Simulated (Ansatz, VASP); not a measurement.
One calculation of HfN, two programs

```xyz
2
Lattice="0.0000 2.2560 2.2560 2.2560 0.0000 2.2560 2.2560 2.2560 0.0000" Properties=species:S:1:pos:R:3 pbc="T T T"
Hf    0.0000    0.0000    0.0000
N     2.2560    2.2560    2.2560
```

Alike in both runs: task band structure; functional r2SCAN; k mesh 7 × 7 × 7; occupations fermi-dirac, width 0.05 eV; spin-orbit coupling, no magnetisation.

|  | VASP | Ansatz |
| --- | --- | --- |
| version | VASP 6.6.1 | Ansatz 0.2.0 |
| potentials or method | VASP PAW PBE potentials, release 64 (Hf_pv, N) | Ansatz PAW |
| plane-wave cutoff (eV) | 520 | 500 |
| valence electrons in the cell | 15 | 31 |

Ansatz gave:

- gap on the k mesh at the Fermi level (eV): none
- pressure (GPa): 2.4

Question: Estimate VASP's values.

Answer: gap on the k mesh at the Fermi level (eV): none; pressure (GPa): 0.3.

A gap of «none» marks a metal or a gap that the smearing closes. With one functional, cell and mesh, what is left measures potentials, basis and numerics. The two sets of potentials don't hold the same shells in valence.

Caveats: the PAW data sets were made with another functional, which shifts forces and pressure a little (VASP); the PAW data sets come from PBE, with cores solved anew for the run's functional, which leaves a small shift of forces and pressure (Ansatz).
